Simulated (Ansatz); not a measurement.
## Ti3Al: relaxed-ion elastic tensor

Computed with DFT PBE, scalar-relativistic, plane waves, PAW in Ansatz. Cutoff 420 eV, 12×12×12 k-points (Γ-centred), Fermi-Dirac smearing of 0.15 eV. No spin polarisation.

Relaxed structure:
```
Ti Al
1.0
     4.05812    0.00000    0.00000
     0.00000    4.05812    0.00000
     0.00000    0.00000    4.05812
Ti Al
3 1
Cartesian
  0.0000 2.0291 0.0000
  0.0000 0.0000 2.0291
  2.0291 0.0000 0.0000
  2.0291 2.0291 2.0291
```

It was reached by relaxing an invented guess, and it needn't be the stable form of this composition. In a metal, frequencies and elastic constants depend on the k mesh and the smearing, soft modes and shear constants most.

Question: Give the relaxed-ion elastic constants (GPa, Voigt order xx yy zz yz xz xy, on the Cartesian axes of the cell above).

Answer:
```
150.6  89.6  89.6   0.0   0.0   0.0
 89.6 150.6  89.6   0.0   0.0   0.0
 89.6  89.6 150.6   0.0   0.0   0.0
  0.0   0.0   0.0  86.9   0.0   0.0
  0.0   0.0   0.0   0.0  86.9   0.0
  0.0   0.0   0.0   0.0   0.0  86.9
```

Question: Is the crystal stable against homogeneous strain?

Answer: Yes: the least eigenvalue of the tensor is 61.0 GPa.

Question: And the moduli of a polycrystal (Hill averages)?

Answer: B = 110 GPa, G = 57 GPa, E = 146 GPa, ν = 0.28.
